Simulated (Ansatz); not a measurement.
From three elastic constants to directional properties of BaS

Method: DFT PBEsol, scalar-relativistic, plane waves, PAW in Ansatz. Plane waves to 420 eV; Γ-centred k mesh 6×6×6; fixed occupations. No spin polarisation.

The cell is fixed (symmetry leaves no force on the atoms) and stands under 0.0 GPa:
```cif
data_structure
_symmetry_space_group_name_H-M 'P 1'
_symmetry_Int_Tables_number 1
_cell_length_a 4.9052
_cell_length_b 4.9052
_cell_length_c 4.9052
_cell_angle_alpha 60.000
_cell_angle_beta 60.000
_cell_angle_gamma 60.000
_cell_volume 83.46
loop_
_atom_site_label
_atom_site_type_symbol
_atom_site_fract_x
_atom_site_fract_y
_atom_site_fract_z
_atom_site_occupancy
Ba1 Ba 0.00000 0.00000 0.00000 1
S1 S 0.25000 0.25000 0.25000 1
```

The cell is the ideal cubic zincblende prototype; this isn't the usual structure of the compound.

With ions relaxed, on the cubic axes: C11 = 31.7, C12 = 29.0, C44 = 7.1 GPa. The density is 3.370 g/cm³. Zone-centre modes weren't checked beside this run.

Q: Is the crystal stable against strain, and how anisotropic is it?

A: Born's conditions hold: C11 + 2C12 = 89.7, C11 − C12 = 2.7 and C44 = 7.1 GPa are all positive. B = (C11 + 2C12)/3 = 29.9 GPa. The two shear moduli are C44 and C′ = (C11 − C12)/2 = 1.3 GPa, so Zener's ratio is A = C44/C′ = 5.32: the tetragonal shear C′ is the soft one, as in many fcc and bcc metals and zincblende crystals. The Cauchy pressure C12 − C44 is 21.9 GPa; it would vanish for pair forces between atoms on inversion centres at zero pressure, and a positive value is usual with metallic or many-body binding, and where atoms off inversion centres relax under shear, which lowers C44.

Q: Give the sound speeds along the three symmetry directions.

A: The Christoffel equation gives ρv² for each branch:
| direction | branch | ρv² | GPa | v (m/s) |
| --- | --- | --- | --- | --- |
| [100] | L | C11 | 31.7 | 3066 |
| [100] | T (×2) | C44 | 7.1 | 1454 |
| [110] | L | (C11 + C12 + 2C44)/2 | 37.5 | 3334 |
| [110] | T, u ∥ [001] | C44 | 7.1 | 1454 |
| [110] | T, u ∥ [1-10] | (C11 − C12)/2 | 1.3 | 631 |
| [111] | L | (C11 + 2C12 + 4C44)/3 | 39.4 | 3419 |
| [111] | T (×2) | (C11 − C12 + C44)/3 | 3.3 | 985 |

In a piezoelectric crystal some branches stiffen further, which is left out.

Q: How does Young's modulus depend on direction?

A: Inverting gives S11 = 252.473, S12 = -120.661, S44 = 140.252 TPa⁻¹. Along a unit vector (l, m, n), 1/E = S11 − 2(S11 − S12 − S44/2)(l²m² + m²n² + n²l²), where the last bracket is 0, 1/4 and 1/3 for [100], [110] and [111]: E = 4, 10 and 20 GPa. With A > 1 the body diagonal is stiffest. For a film on (001), the biaxial modulus is C11 + C12 − 2C12²/C11 = 8 GPa and the normal strain is −2C12/C11 = -1.83 times the in-plane one.

Cost: 1 run of about 2.1 core-minutes, on Arm Neoverse N1 (shared hosts).